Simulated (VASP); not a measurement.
# Al (Im-3m) in VASP: electric field gradients with r2SCAN

Aim: the electric field gradients of Al with r2SCAN.

Program: VASP 6.6.1. These are calculated values, not measurements. Logs are shortened: lines on timing, memory, paths and dates and some standing lists are left out, and cuts for length are marked.

### Step 1. The undisturbed crystal

Symmetry: Im-3m, No. 229, cubic system. Conventional cell: a = 3.182 Å, b = 3.182 Å, c = 3.182 Å, α = 90.00°, β = 90.00°, γ = 90.00°. Al (site symmetry m-3m) is surrounded by 8 Al at 2.76 Å.

This isn't the form of Al at room conditions, which is fcc.

### Step 2. Electric field gradients, r2SCAN (z stretched by +4 % at fixed volume, crystal datasets)

Input file POSCAR:

```
Al
1.0
   -1.5603182982      1.5603182982      1.6548674376
    1.5603182982     -1.5603182982      1.6548674376
    1.5603182982      1.5603182982     -1.6548674376
Al
1
Direct
    0.0000000000      0.0000000000      0.0000000000
```

Input file INCAR.step1:

```
PREC = Accurate
ENCUT = 520
ISMEAR = -1
SIGMA = 0.08
LREAL = F
LASPH = T
NELM = 100
NBANDS = 8
GGA = PE
ALGO = Normal
EDIFF = 1E-4
LWAVE = T
LCHARG = F
```

Input file INCAR.step2:

```
PREC = Accurate
ENCUT = 520
EDIFF = 1E-8
ISMEAR = -1
SIGMA = 0.08
LREAL = F
LASPH = T
NELM = 100
ALGO = Normal
ISIF = 2
LWAVE = F
LCHARG = F
METAGGA = R2SCAN
LMIXTAU = T
LEFG = T
NBANDS = 8
ISTART = 1
```

Input file KPOINTS:

```
Automatic mesh
0
Gamma
  18 18 18
```

Potentials or basis: VASP PAW PBE potentials, release 64 (Al).

On the command line:

```
$ cat potpaw_PBE.64/Al/POTCAR > POTCAR
$ cp INCAR.step1 INCAR
$ mpirun -np 1 vasp_std > vasp.out
$ cp INCAR.step2 INCAR
$ mpirun -np 1 vasp_std > vasp.out
```

OUTCAR:

```text
PREC = Accurate
   ENCUT = 520
   EDIFF = 1E-8
   ISMEAR = -1
   LREAL = F
   LASPH = T
   NELM = 100
   ISIF = 2
   METAGGA = R2SCAN
   ISTART = 1

 ion  position               nearest neighbor table
   1  0.000  0.000  0.000-

  LATTYP: Found a body centered tetragonal cell.
 ALAT       =     3.1206365964
 C/A-ratio  =     1.0605960588

  Lattice vectors:

 A1 = (  -1.5603182982,   1.5603182982,   1.6548674376)
 A2 = (   1.5603182982,  -1.5603182982,   1.6548674376)
 A3 = (   1.5603182982,   1.5603182982,  -1.6548674376)

Analysis of symmetry for initial positions (statically):
=====================================================================
 Subroutine PRICEL returns:
 Original cell was already a primitive cell.

 Routine SETGRP: Setting up the symmetry group for a
 body centered tetragonal supercell.

 Subroutine GETGRP returns: Found 16 space group operations
 (whereof 16 operations were pure point group operations)
 out of a pool of 16 trial point group operations.

The static configuration has the point symmetry D_4h.

Analysis of symmetry for dynamics (positions and initial velocities):
=====================================================================
 Subroutine PRICEL returns:
 Original cell was already a primitive cell.

 Routine SETGRP: Setting up the symmetry group for a
 body centered tetragonal supercell.

 Subroutine GETGRP returns: Found 16 space group operations
 (whereof 16 operations were pure point group operations)
 out of a pool of 16 trial point group operations.

The dynamic configuration has the point symmetry D_4h.

 Subroutine INISYM returns: Found 16 space group operations
 (whereof 16 operations are pure point group operations),
 and found     1 'primitive' translations

----------------------------------------------------------------------------------------

                                     Primitive cell

  volume of cell :      16.1157

  direct lattice vectors                    reciprocal lattice vectors
    -1.560318298  1.560318298  1.654867438     0.000000000  0.320447437  0.302139004
     1.560318298 -1.560318298  1.654867438     0.320447437  0.000000000  0.302139004
     1.560318298  1.560318298 -1.654867438     0.320447437  0.320447437  0.000000000

  length of vectors
     2.758219103  2.758219103  2.758219103     0.440425406  0.440425406  0.453181112

  position of ions in fractional coordinates (direct lattice)
     0.000000000  0.000000000  0.000000000

  ion indices of the primitive-cell ions
   primitive index   ion index
                 1           1

----------------------------------------------------------------------------------------

 KPOINTS: Automatic mesh

Automatic generation of k-mesh.
 Grid dimensions read from file:
 generate k-points for:   18   18   18

 Generating k-lattice:

  Cartesian coordinates                     Fractional coordinates (reciprocal lattice)
     0.000000000  0.017802635  0.016785500     0.055555556  0.000000000  0.000000000
     0.017802635  0.000000000  0.016785500     0.000000000  0.055555556  0.000000000
     0.017802635  0.017802635  0.000000000     0.000000000  0.000000000  0.055555556

  Length of vectors
     0.024468078  0.024468078  0.025176728

  Shift w.r.t. Gamma in fractional coordinates (k-lattice)
     0.000000000  0.000000000  0.000000000

 Subroutine IBZKPT returns following result:
 ===========================================

 Found    480 irreducible k-points:

 Following reciprocal coordinates:
            Coordinates               Weight
  0.000000  0.000000  0.000000      1.000000
  0.055556  0.000000 -0.000000      8.000000
  0.111111  0.000000 -0.000000      8.000000
  0.166667 -0.000000  0.000000      8.000000
  0.222222  0.000000 -0.000000      8.000000
  0.277778  0.000000 -0.000000      8.000000
[... 16 lines left out ...]
 -0.277778  0.055556  0.000000     16.000000
 -0.222222  0.055556  0.000000     16.000000
 [... further k-points ...]
   k-points           NKPTS =    480   k-points in BZ     NKDIM =    480   number of bands    NBANDS=      8
   number of dos      NEDOS =    301   number of ions     NIONS =      1
   total plane-waves  NPLWV =  13824
   dimension x,y,z NGX =    24 NGY =   24 NGZ =   24
   dimension x,y,z NGXF=    48 NGYF=   48 NGZF=   48
   ions per type =               1
   NGX,Y,Z   is equivalent  to a cutoff of  14.47, 14.47, 14.47 a.u.
   NGXF,Y,Z  is equivalent  to a cutoff of  28.93, 28.93, 28.93 a.u.
 SYSTEM =  unknown system
   PREC   = accura    normal or accurate (medium, high low for compatibility)
   ISTART =      1    job   : 0-new  1-cont  2-samecut
   ICHARG =      0    charge: 1-file 2-atom 10-const
   ISPIN  =      1    spin polarized calculation?
   LNONCOLLINEAR =      F non collinear calculations
   LSORBIT =      F    spin-orbit coupling
   LASPH  =      T    aspherical Exc in radial PAW
   ENCUT  =  520.0 eV  38.22 Ry    6.18 a.u.   5.13  5.13  5.13*2*pi/ulx,y,z
   NELM   =    100;   NELMIN=  2; NELMDL=  0     # of ELM steps
   EDIFF  = 0.1E-07   stopping-criterion for ELM
   LREAL  =      F    real-space projection
   EDIFFG = 0.1E-06   stopping-criterion for IOM
   NSW    =      0    number of steps for IOM
   IBRION =     -1    ionic relax: 0-MD 1-quasi-New 2-CG
   NFREE  =      0    steps in history (QN), initial steepest desc. (CG)
   ISIF   =      2    stress and relaxation
   ISYM   =      2    0-nonsym 1-usesym 2-fastsym
   POTIM  = 0.5000    time-step for ionic-motion
   TEBEG  =    0.0;   TEEND  =   0.0 temperature during run
   PSTRESS=    0.0 pullay stress
   NELECT =       3.0000    total number of electrons
   NUPDOWN=      -1.0000    fix difference up-down
   EMIN   =  10.00;   EMAX   =-10.00  energy-range for DOS
   EFERMI =   0.00;   METHOD = LEGACY
   ISMEAR =    -1;   SIGMA  =   0.08  broadening in eV -4-tet -1-fermi 0-gaus
   EFERMI_NEDOS =   21; number of points for ismear=-14 and -15
   IALGO  =     38    algorithm
   IMIX   =      4    mixing-type and parameters
     AMIX     =   0.40;   BMIX     =  1.00
     AMIX_MAG =   1.60;   BMIX_MAG =  1.00
  volume/ion in A,a.u.               =      16.12       108.75
  Fermi-wavevector in a.u.,A,eV,Ry     =   0.934757  1.766435 11.888371  0.873771
  Thomas-Fermi vector in A             =   2.061595
   LORBIT       =      0    0 simple, 1 ext, 2 COOP (PROOUT), +10 PAW based schemes
   METAGGA = R2SCAN    functional components
   LHFCALC =     F    Hartree Fock is set to
   AEXX    =    0.0000 exact exchange contribution
   IVDW    =     0    specifies the selected vdW correction
   LEPSILON=     F    determine dielectric tensor
   LRPA    =     F    only Hartree local field effects (RPA)
 non-spin polarized calculation
  energy-cutoff  :      520.00
  volume of cell :       16.12
 maximum number of plane-waves:       450
 NGX is ok and might be reduce to    24
   NGX = 11   NGY = 11   NGZ = 11

 number of electron       3.0000000 magnetization

 Free energy of the ion-electron system (eV)
  ---------------------------------------------------
  ext. energy  EPLUGINS =         0.00000000
  ---------------------------------------------------
  free energy    TOTEN  =        -6.63374493 eV

  energy without entropy =       -6.62519592  energy(sigma->0) =       -6.62947043

 E-fermi :   8.2889     XC(G=0): -11.0089

 val. band max:        8.2765390807   @ k =  -0.3333  -0.3889   0.1111
 cond. band min:       8.3017457220   @ k =  -0.4444   0.4444   0.2778
 fundamental gap:      0.0252066413
 Fermi energy:         8.2888849375

 k-point     1 :       0.0000    0.0000    0.0000
  band No.  band energies     occupation
      1      -3.7485      2.00000
      2      22.0305      0.00000
      3      22.0305      0.00000
      4      23.4811      0.00000
      5      24.1705      0.00000
      6      24.6158      0.00000
      7      24.6158      0.00000
      8      24.8489      0.00000

 k-point     2 :       0.0556    0.0000   -0.0000
  band No.  band energies     occupation
      1      -3.6542      2.00000
      2      20.8920      0.00000
      3      21.5827      0.00000
      4      22.9445      0.00000
      5      23.7636      0.00000
      6      24.4514      0.00000
      7      25.1348      0.00000
      8      25.3436      0.00000
[... 221 lines left out ...]
 k-point    23 :      -0.2778    0.0556    0.0000
  band No.  band energies     occupation
      1      -1.7546      2.00000
      2      12.6094      0.00000
      3      18.1486      0.00000
      4      18.8540      0.00000
      5      22.1171      0.00000
      6      22.7478      0.00000
      7      25.4599      0.00000
      8      28.4808      0.00000

 k-point    24 :      -0.2222    0.0556    0.0000
  band No.  band energies     occupation
      1      -2.5059      2.00000
      2      14.9552      0.00000
      3      19.0412      0.00000
      4      19.5087      0.00000
      5      22.7954      0.00000
      6      23.1698      0.00000
      7      25.2616      0.00000
      8      27.3744      0.00000

 [... further k-points ...]
[... 5 lines left out ...]
  --------------------------------------------------------------------------------------
  -------------------------------------------------------------------------------------
  Total       -0.0646735     -0.0646735      0.1664126      0.0000000     -0.0000000      0.0000000
  in kB       -6.4296473     -6.4296473     16.5442556      0.0000000     -0.0000000      0.0000000
  external PRESSURE =       1.2283203 kB  Pullay stress =       0.0000000 kB

 VOLUME and BASIS-vectors are now :
 -----------------------------------------------------------------------------
  energy-cutoff  :      520.00
  volume of cell :       16.12
      direct lattice vectors                 reciprocal lattice vectors
    -1.560318298  1.560318298  1.654867438     0.000000000  0.320447437  0.302139004
     1.560318298 -1.560318298  1.654867438     0.320447437  0.000000000  0.302139004
     1.560318298  1.560318298 -1.654867438     0.320447437  0.320447437  0.000000000

 POSITION                                       TOTAL-FORCE (eV/Angst)
 -----------------------------------------------------------------------------------
      0.00000      0.00000      0.00000        -0.000000     -0.000000      0.000000
 -----------------------------------------------------------------------------------
    total drift:                               -0.000000     -0.000000     -0.000000

  FREE ENERGIE OF THE ION-ELECTRON SYSTEM (eV)
  ---------------------------------------------------
  free  energy   TOTEN  =        -6.6337449311 eV

  energy  without entropy=       -6.6251959227  energy(sigma->0) =       -6.62947043

 Electric field gradients (V/A^2)
---------------------------------------------------------------------
 ion       V_xx      V_yy      V_zz      V_xy      V_xz      V_yz
---------------------------------------------------------------------
   1       0.010     0.010    -0.019     0.000     0.000     0.000
---------------------------------------------------------------------

 Electric field gradients after diagonalization (V/A^2)
 (convention: |V_zz| > |V_xx| > |V_yy|)
----------------------------------------------------------------------
 ion       V_xx      V_yy      V_zz     asymmetry (V_yy - V_xx)/ V_zz
----------------------------------------------------------------------
   1       0.010     0.010    -0.019       0.001
----------------------------------------------------------------------

           NMR quadrupolar parameters

 Cq : quadrupolar parameter    Cq=e*Q*V_zz/h
 eta: asymmetry parameters     (V_yy - V_xx)/ V_zz
 Q  : nuclear electric quadrupole moment in mb (millibarn)
----------------------------------------------------------------------
 ion       Cq(MHz)       eta       Q (mb)
----------------------------------------------------------------------
   1      -0.000       0.001       1.000
----------------------------------------------------------------------
```

It took 3.9 min on 1 thread of Intel Xeon Platinum 8375C at 2.90GHz (Ice Lake), shared host; peak memory 0.17 GiB.

Results:

| Item | Value |
| --- | --- |
| Free energy | -6.6337 eV |
| Pressure | 0.1 GPa |
| Band gap on the k mesh | none (metal or under the smearing width) |

Levels at points of the mesh, in eV from the Fermi level:
```tsv
k point	band 1	band 2	band 3	band 4	band 5	band 6
(0.00, 0.00, 0.00)	-12.04	13.74	13.74	15.19	15.88	16.33
(0.50, 0.00, 0.00)	-4.91	-4.22	9.20	9.45	11.33	12.67
(0.50, 0.50, 0.00)	-4.59	-3.66	7.90	8.24	9.81	12.05
(0.50, 0.50, 0.50)	0.90	2.38	2.65	2.65	3.29	6.98
```

Electric field gradients, principal values (V/Å²):
| atom | Vxx | Vyy | Vzz |
| --- | --- | --- | --- |
| 1 Al | 0.010 | 0.010 | -0.019 |

Caveat: the PAW data sets were made with another functional, which shifts forces and pressure a little.
